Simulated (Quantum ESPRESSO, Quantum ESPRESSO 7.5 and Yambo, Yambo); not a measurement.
# BAs (F-43m): G0W0 with and without spin-orbit coupling

Is the spin-orbit change of the gap of BAs (F-43m) the same in DFT and in GW?

Calculated with Quantum ESPRESSO 7.5 and Yambo 5.3.0; PBE and many-body steps on it, plane waves.

**The experiments to reproduce.**

- Gap 4.12 eV: direct gap from square of absorption coefficient, average of two samples; spectroscopic ellipsometry; 300 K; bulk crystal (CVT-grown opaque bulk crystals) (“Optical properties of cubic boron arsenide”, 2019, arxiv:1911.04914).

- Gap 1.82 eV: indirect gap from Tauc plot of optical absorption; UV-visible absorption, indirect Tauc plot; 300 K; bulk crystal (three thin as-grown single crystals with the same absorption edge) (“Photoluminescence mapping and time-domain thermo-photoluminescence for rapid imaging and measurement of thermal conductivity of boron arsenide”, 2019, arxiv:1910.07149).

- Gap 2.02 eV: indirect gap from square root of absorption coefficient, average of three samples; transmission and reflection spectroscopy; 300 K; bulk crystal (CVT-grown platelets about 10 um thick) (“Optical properties of cubic boron arsenide”, 2019, arxiv:1911.04914).

### 1. The starting structure

Symmetry: F-43m, No. 216, cubic system. Conventional cell: a = 4.777 Å, b = 4.777 Å, c = 4.777 Å, α = 90.00°, β = 90.00°, γ = 90.00°. B has 4 As at 2.07 Å nearest. As has 4 B at 2.07 Å nearest. Farther neighbours are not listed.

The cell and positions come from the Crystallography Open Database and are kept as given unless a step says otherwise.

### 2. Empty states on the mesh, 6×6×6 mesh, 80 bands

This step: Quantum ESPRESSO 7.5; DFT, PBE, plane waves, norm-conserving pseudopotentials.

The sums over transitions need many empty states on a uniform mesh; this step solves for them.

Input file pw.in:

```
&control
  calculation = 'nscf'
  prefix = 'x'
  outdir = 'o'
  pseudo_dir = 'pseudo'
/
&system
  ibrav = 0
  nat = 2
  ntyp = 2
  ecutwfc = 76.0
  nbnd = 80
  force_symmorphic = .true.
/
&electrons
  conv_thr = 1e-9
  electron_maxstep = 80
  diago_full_acc = .true.
  diago_thr_init = 5e-6
/
ATOMIC_SPECIES
  B 10.81 B.upf
  As 74.922 As.upf
CELL_PARAMETERS angstrom
  -0.0000000000 2.3885000000 2.3885000000
  2.3885000000 -0.0000000000 2.3885000000
  2.3885000000 2.3885000000 -0.0000000000
ATOMIC_POSITIONS crystal
  B 0.0000000000 0.0000000000 0.0000000000
  As 0.2500000000 0.2500000000 0.2500000000
K_POINTS automatic
  6 6 6 0 0 0
```

Command:

```bash
> OMP_NUM_THREADS=1 mpirun -n 4 pw.x -nk 4 -in pw.in > pw.out
```

The log of the run:

```text
Program PWSCF v.7.5 starts

     This program is part of the open-source Quantum ESPRESSO suite
     for quantum simulation of materials; please cite
         "P. Giannozzi et al., J. Phys.:Condens. Matter 21 395502 (2009);
         "P. Giannozzi et al., J. Phys.:Condens. Matter 29 465901 (2017);
         "P. Giannozzi et al., J. Chem. Phys. 152 154105 (2020);
     in publications or presentations arising from this work. More details at

     Atomic positions and unit cell read from directory:
     o/x.save/

     Message from routine setup:
[...]
k = 0.2357 0.2357-0.2357 (  2030 PWs)   bands (ev):

[...]
90.6022  93.3101  93.3101  93.3146  97.0537  97.0537  99.1260 102.7752
   102.7752 103.8365 104.7332 105.6626 107.1973 107.1973 107.7424 110.9074

          k =-0.3536-0.3536 0.3536 (  2060 PWs)   bands (ev):

     [... further k-points ...]

     highest occupied, lowest unoccupied level (ev):    11.3431   12.6372

     XML data file, pseudopotentials, collected wavefunctions

=------------------------------------------------------------------------------=
   JOB DONE.
=------------------------------------------------------------------------------=
```

Wall time 5 s (4 MPI ranks of Arm Neoverse V1, shared host); peak memory 0.22 GiB.

This step gave:

```yaml
gap: 1.294 eV
k_of_the_valence_top: 0, 0, 0
k_of_the_conduction_bottom: 0, 0.3333, 0.3333
least_direct_gap: 3.292 eV
k_points_computed: 16
lowest_point_of_the_top_converged_band_above_the_valence_top: 94.3079 eV
```

On this mesh the gap is 1.294 eV.

The density comes from a self-consistent run that is not shown.

### 3. Conversion and set-up

This step: Yambo 5.3.0; conversion and set-up on PBE, plane waves, norm-conserving pseudopotentials.

The states are converted to the many-body program's format and the q mesh is built.

Command:

```bash
> (cd o/x.save; p2y > p2y.log; mv SAVE ../..); yambo > setup.log
```

The log of the run:

```text
 Yambo, version 5.3.0

 [02] CORE Variables Setup
 =========================

  [02.01] Unit cells
  ==================

  Cell kind             :  FCC
  Atoms in the cell     :  B  As
  number of B  atoms    :  1
  number of As atoms    :  1

  List of atomic masses
  Mass of B     :  10.81000
  Mass of As    :  74.92200

  List of atomic coordinates    : [cc]
  B1       :  0.000000  0.000000  0.000000  order 1
  As1       :  2.256805  2.256805  2.256805  order 2

  Alat factors          :  4.513611  4.513611  4.513611 [a.u.]
  Direct lattice volume :  183.9087 [a.u.]
[...]
Q [ 1]         [rlu]:  0.000000  0.000000  0.000000
 Q [ 2]         [rlu]: -0.44040E-17 -0.44040E-17  0.16667
 Q [ 3]         [rlu]: -0.88081E-17 -0.88081E-17  0.33333
[...]
Q [ 8]         [rlu]: -0.63303E-17  0.16667     -0.33333
 Q [ 9]         [rlu]:  0.28747E-16  0.16667     -0.16667
 Q [10]         [rlu]: -0.18005E-16  0.33333      0.33333
     [... 4 further rows ...]
 Q [15]         [rlu]:  0.166667  0.333333 -0.333333
 Q [16]         [rlu]:  0.166667 -0.500000 -0.333333

  [03.01] X indexes
  =================

   [03.01.01] Sigma indexes
   ========================

 [06] Game Over & Game summary
```

Elapsed: 2.3 s, on 1 MPI rank; peak memory 0.24 GiB.

### 4. Scalar-relativistic

Now the one-shot GW correction: screening in the RPA, then the self-energy of the levels asked for.

This step: G0W0 on PBE, plane waves, norm-conserving pseudopotentials.

Input file gw1.in:

```
HF_and_locXC
gw0
dyson
ppa
em1d
rim_cut
RandQpts= 1000000
RandGvec= 1 RL
EXXRLvcs= 76 Ry
VXCRLvcs= 304 Ry
Chimod= "HARTREE"
% BndsRnXp
 1 | 80 |
%
NGsBlkXp= 10.5 Ry
% LongDrXp
 1 | 1 | 1 |
%
% GbndRnge
 1 | 80 |
%
DysSolver= "n"
ExtendOut
PPAPntXp= 27.21138 eV
% QPkrange
 1 | 1 | 8 | 11 |
 10 | 10 | 8 | 11 |
%
```

Command:

```bash
> OMP_NUM_THREADS=1 mpirun -n 4 yambo -F gw1.in -J gw1 -C gw1 > gw1.log
```

The log of the run:

```text
 Yambo, version 5.3.0

 [02] CORE Variables Setup
 =========================

  [... cell, symmetries and grids as in the set-up ...]

  [02.05] Energies & Occupations
  ==============================

  [X] === General ===
  [X] Electronic Temperature                        :  0.000000  0.000000 [eV K]
  [X] Bosonic    Temperature                        :  0.000000  0.000000 [eV K]
  [X] Finite Temperature mode                       : no
  [X] El. density                                   :  0.66049E+24 [cm-3]
  [X] Fermi Level                                   :  11.34311 [eV]

  [X] === Gaps and Widths ===
  [X] Conduction Band Min                           :  1.294135 [eV]
  [X] Valence Band Max                              :  0.000000 [eV]
  [X] Filled Bands                                  :   9
  [X] Empty Bands                                   :   10   80
  [X] Direct Gap                                    :  3.292229 [eV]
  [X] Direct Gap localized at k                     :  1
  [X] Indirect Gap                                  :  1.294135 [eV]
  [X] Indirect Gap between kpts                     :   1  10
  [X] Last valence band width                       :  4.947480 [eV]
  [X] 1st conduction band width                     :  3.060953 [eV]

 [03] Transferred momenta grid and indexing
 ==========================================

 IBZ Q-points                                      :  16
 BZ  Q-points                                      :  216

 K/Q-points units:
 rlu = crystal or reduced units; cc = cartesian coordinates; iku = interal k-units

 Q [ 1]         [rlu]:  0.000000  0.000000  0.000000
 Q [ 2]         [rlu]: -0.44040E-17 -0.44040E-17  0.16667
 Q [ 3]         [rlu]: -0.88081E-17 -0.88081E-17  0.33333
 Q [ 4]         [rlu]: -0.63303E-17 -0.63303E-17 -0.50000
 Q [ 5]         [rlu]: -0.90023E-17  0.16667      0.16667
 Q [ 6]         [rlu]: -0.14373E-16  0.16667      0.33333
 Q [ 7]         [rlu]:  0.33135E-17  0.16667      0.50000
 Q [ 8]         [rlu]: -0.63303E-17  0.16667     -0.33333
 Q [ 9]         [rlu]:  0.28747E-16  0.16667     -0.16667
 Q [10]         [rlu]: -0.18005E-16  0.33333      0.33333
     [... 4 further rows ...]
 Q [15]         [rlu]:  0.166667  0.333333 -0.333333
 Q [16]         [rlu]:  0.166667 -0.500000 -0.333333

 [04] Coloumb potential Random Integration (RIM)
 ===============================================

  [04.01] RIM initialization
  ==========================

  * Diagonal components only detected *

  8 x (sBL volume)        :  0.049954 [a.u.]
  sBZ random points       :  1000000
  Points outside the sBZ  :   7968281
  RL volume               :  1.348768 [a.u.]
  Integrated volume       :  1.354137 [a.u.]

  [04.02] RIM integrals
  =====================

  Gamma point sphere radius             :  0.066805 [a.u.]
  Points outside the sphere             :   800476
  [Int_sBZ(q=0) 1/q^2]*(Vol_sBZ)^(-1/3) =:  7.776341
                                 should be <:  7.795600

  Summary of Coulomb integrals for non-metallic bands |Q|[au] RIM/Bare

  Q [1] 0.100000E-4 0.997530 * Q [2] 0.200926 1.068930
  Q [5] 0.232009 1.068679 * Q [9] 0.328110 1.029814
  Q [6] 0.384743 1.023420 * Q [3] 0.401851 1.020719
  Q [10] 0.464018 1.017590 * Q [8] 0.505652 1.014476
  Q [14] 0.518788 1.014367 * Q [7] 0.568303 1.012582
  Q [11] 0.602777 1.011829 * Q [4] 0.602777 1.011206
  Q [12] 0.656220 1.010226 * Q [15] 0.686291 1.009617
  Q [13] 0.696026 1.009452 * Q [16] 0.733676 1.008801

 [05] Dipoles
 ============

  [05.01] Setup: observables and procedures
  =========================================

 [06] Dynamic Dielectric Matrix (PPA)
 ====================================

 [WR./gw1//ndb.pp]---------------------------------------------------------------
  Brillouin Zone Q/K grids (IBZ/BZ)                :   16  216   16  216
  RL vectors                                       :  2733 [WF]
  Coulomb cutoff potential                         : none
  Electronic Temperature                           :  0.000000 [K]
  Bosonic    Temperature                           :  0.000000 [K]
  PPA    diel. fun.  energies                      : Perdew, Burke & Ernzerhof(X)+Perdew, Burke & Ernzerhof(C)
  wavefunctions                                    : Perdew, Burke & Ernzerhof(X)+Perdew, Burke & Ernzerhof(C)
  Global Gauge                                     : length
  X matrix size                                    :  137
  X band range                                     :    1   80
  X e/h energy range                               : -1.000000 -1.000000 [eV]
  X Time ordering                                  : R
  X Hxc Kernel                                     : HARTREE
  X Drude frequency                                :  0.000000  0.000000
  X poles                                          :  100.0000 [o/o]
  RL vectors in the sum                            :  2733
  [r,Vnl] included                                 : yes
  Field direction                                  :  0.577350E-5  0.577350E-5  0.577350E-5
  BZ energy Double Grid                            : no
  BZ energy DbGd points                            : 0
  BZ Q point size factor                           : -1.000000
  X Optical Averaged directions                    : none

 [07] Local Exchange-Correlation + Non-Local Fock
 ================================================

 [VXC] Plane waves :  16457
 [EXS] Plane waves :  2109

 QP @ state[ 1 ] K range:  1  1
 QP @ state[ 1 ] b range:   8  11
 QP @ state[ 2 ] K range:  10  10
 QP @ state[ 2 ] b range:   8  11

 [xc] Functional : Perdew, Burke & Ernzerhof(X)+Perdew, Burke & Ernzerhof(C)
 [xc] LIBXC used to calculate xc functional
  PP Number of Atomic Species                      :  2
  NLCC RL compoments                               :  16457
  PP Number of Atomic Species                      :  2
  NLCC RL compoments                               :  16457

 [xc] E_xc :  -12.07688 [Ha]
      E_xc :  -24.15377 [Ry]

  Local XC kind (lXC) : Perdew, Burke & Ernzerhof(X)+Perdew, Burke & Ernzerhof(C)
  Non-Local XC kind (nlXC) : Hartree-Fock

  Corrections @ K [1] :  [eV]
 <8|nlXC|8> = -15.45160 -0.10753E-16 <8|lXC|8> = -13.70138 -0.70757E-16
 <9|nlXC|9> = -15.45161 -0.59685E-17 <9|lXC|9> = -13.70138 -0.18878E-15
 <10|nlXC|10> = -8.482524 -0.12916E-17 <10|lXC|10> = -12.55019  0.28324E-15
 <11|nlXC|11> = -8.482358 -0.11185E-17 <11|lXC|11> = -12.55019 -0.37763E-15

  Corrections @ K [10] :  [eV]
 <8|nlXC|8> = -16.11127 -0.79245E-17 <8|lXC|8> = -12.77969 -0.11801E-15
 <9|nlXC|9> = -16.11164  0.26349E-17 <9|lXC|9> = -12.77969 -0.14158E-15
 <10|nlXC|10> = -7.350570 -0.38118E-17 <10|lXC|10> = -11.35333  0.15932E-19
 <11|nlXC|11> = -6.180059  0.17434E-17 <11|lXC|11> = -10.88801  0.92650E-21

 [08] Dyson equation: Newton solver
 ==================================

  [08.01] G0W0 (W PPA)
  ====================

  [  GW  ] Bands range     :    1   80
  [GW/PPA] G damping       :  0.100000 [eV]

  QP @ state[ 1 ] K range:  1  1
  QP @ state[ 1 ] b range:   8  11
  QP @ state[ 2 ] K range:  10  10
  QP @ state[ 2 ] b range:   8  11

   Sc/G bands                                       :    1   80
   Sc/G damping                                     :  0.100000 ev
   Sc bands terminator                              : no
   Sx RL components                                 :  2109

   QP @ state[ 1 ] K range                          :  1  1
   QP @ state[ 1 ] b range                          :   8  11
   QP @ state[ 2 ] K range                          :  10  10
   QP @ state[ 2 ] b range                          :   8  11
   GF energies kind                                 : Perdew, Burke & Ernzerhof(X)+Perdew, Burke & Ernzerhof(C)
   GF WF`s kind                                     : Perdew, Burke & Ernzerhof(X)+Perdew, Burke & Ernzerhof(C)
   Xs energies kind                                 : Perdew, Burke & Ernzerhof(X)+Perdew, Burke & Ernzerhof(C)
   Xs WF`s kind                                     : Perdew, Burke & Ernzerhof(X)+Perdew, Burke & Ernzerhof(C)

 [11] Game Over & Game summary
```

Run time: 95 s. Hardware: 4 MPI ranks; peak memory 1.4 GiB; 6.3 min of CPU time.

This step gave:

| Quantity | Value |
| --- | --- |
| G0W0 gap on the points computed | 2.155 eV |
| starting gap on the mesh | 1.294 eV |
| k of the valence top | 0, 0, 0 |
| k of the conduction bottom | 0, 0.3333, 0.3333 |
| least direct G0W0 gap on the computed points | 4.091 eV |
| Z at the valence top | 0.8056 |
| Z at the conduction bottom | 0.8146 |

The gap on the mesh goes from 1.29 eV to 2.15 eV, a correction of +0.86 eV.

### 5. Empty states on the mesh, 6×6×6 mesh, 160 bands

This step: Quantum ESPRESSO 7.5; DFT, PBE with spin-orbit coupling, plane waves, norm-conserving pseudopotentials.

pw.in: that of step 2 with these lines changed.

```diff
@@ -11,4 +11,6 @@
   ecutwfc = 76.0
-  nbnd = 80
+  nbnd = 160
   force_symmorphic = .true.
+  noncolin = .true.
+  lspinorb = .true.
 /
```

Command:

```bash
> OMP_NUM_THREADS=1 mpirun -n 4 pw.x -nk 4 -in pw.in > pw.out
```

The log of the run:

```text
[banner, memory and clock lines left out]
Program PWSCF v.7.5 starts

     Atomic positions and unit cell read from directory:
     o/x.save/

     Message from routine setup:
     using ibrav=0 with symmetry is DISCOURAGED, use correct ibrav instead

     G-vector sticks info

     bravais-lattice index     =            0
     lattice parameter (alat)  =       6.3832  a.u.
     unit-cell volume          =     183.9087 (a.u.)^3
     number of atoms/cell      =            2
     number of atomic types    =            2
     number of electrons       =        18.00
[...]
[... 8 further rows ...]
[...]
k = 0.1179 0.1179-0.1179 (  2052 PWs)   bands (ev):

[...]
[... 8 further rows ...]
[...]
k = 0.2357 0.2357-0.2357 (  2030 PWs)   bands (ev):

[...]
[... 8 further rows ...]
   102.7807 102.7885 103.8352 103.8352 104.7340 104.7340 105.6637 105.6637
   107.1977 107.1977 107.1982 107.2013 107.7440 107.7440 110.8982 110.8982

          k =-0.3536-0.3536 0.3536 (  2060 PWs)   bands (ev):

     [... further k-points ...]

     highest occupied, lowest unoccupied level (ev):    11.4118   12.6403

     XML data file, pseudopotentials, collected wavefunctions
```

The job ended after 24 s (4 MPI ranks; peak memory 0.42 GiB; 98 s of CPU time).

Numbers from this step:

| Quantity | Value |
| --- | --- |
| gap | 1.229 eV |
| k of the valence top | 0, 0, 0 |
| k of the conduction bottom | 0, 0.3333, 0.3333 |
| least direct gap | 3.086 eV |
| k points computed | 16 |
| lowest point of the top converged band, above the valence top | 94.2422 eV |

On this mesh the gap is 1.229 eV.

The density comes from a self-consistent run that is not shown, made with spin-orbit coupling and fully relativistic files.

### 6. Conversion and set-up

This step: Yambo 5.3.0; conversion and set-up on PBE with spin-orbit coupling, plane waves, norm-conserving pseudopotentials.

Command:

```bash
> (cd o/x.save; p2y > p2y.log; mv SAVE ../..); yambo > setup.log
```

The log of the run:

```text
 Yambo, version 5.3.0

 [02] CORE Variables Setup
 =========================

  [02.01] Unit cells
  ==================

  Cell kind             :  FCC
  Atoms in the cell     :  B  As
  number of B  atoms    :  1
  number of As atoms    :  1

  List of atomic masses
  Mass of B     :  10.81000
  Mass of As    :  74.92200

  List of atomic coordinates    : [cc]
  B1       :  0.000000  0.000000  0.000000  order 1
  As1       :  2.256805  2.256805  2.256805  order 2

  Alat factors          :  4.513611  4.513611  4.513611 [a.u.]
  Direct lattice volume :  183.9087 [a.u.]
[...]
Q [ 1]         [rlu]:  0.000000  0.000000  0.000000
 Q [ 2]         [rlu]: -0.44040E-17 -0.44040E-17  0.16667
 Q [ 3]         [rlu]: -0.88081E-17 -0.88081E-17  0.33333
[...]
Q [ 8]         [rlu]: -0.63303E-17  0.16667     -0.33333
 Q [ 9]         [rlu]:  0.28747E-16  0.16667     -0.16667
 Q [10]         [rlu]: -0.18005E-16  0.33333      0.33333
     [... 4 further rows ...]
 Q [15]         [rlu]:  0.166667  0.333333 -0.333333
 Q [16]         [rlu]:  0.166667 -0.500000 -0.333333

  [03.01] X indexes
  =================

   [03.01.01] Sigma indexes
   ========================

 [06] Game Over & Game summary
```

It took 2.8 s on 1 MPI rank; peak memory 0.24 GiB.

(Part 1 of 2 ends here.)

[Paths, hosts, dates, memory and timing lines, banners, echoed tables and standing remarks are left out of the program output.]

[Logs are printed without paths, hosts, clocks, repeated set-up lines and the standing remarks that a program may print on its own settings, such as how far it seeks lower states.]

[Runs of the session that timed out or met a known fault of the program may be left out.]

[Hosts, paths, dates, database ids (printed as entryN), source tags and the programs' standing remarks are cut or masked in the printed files.]
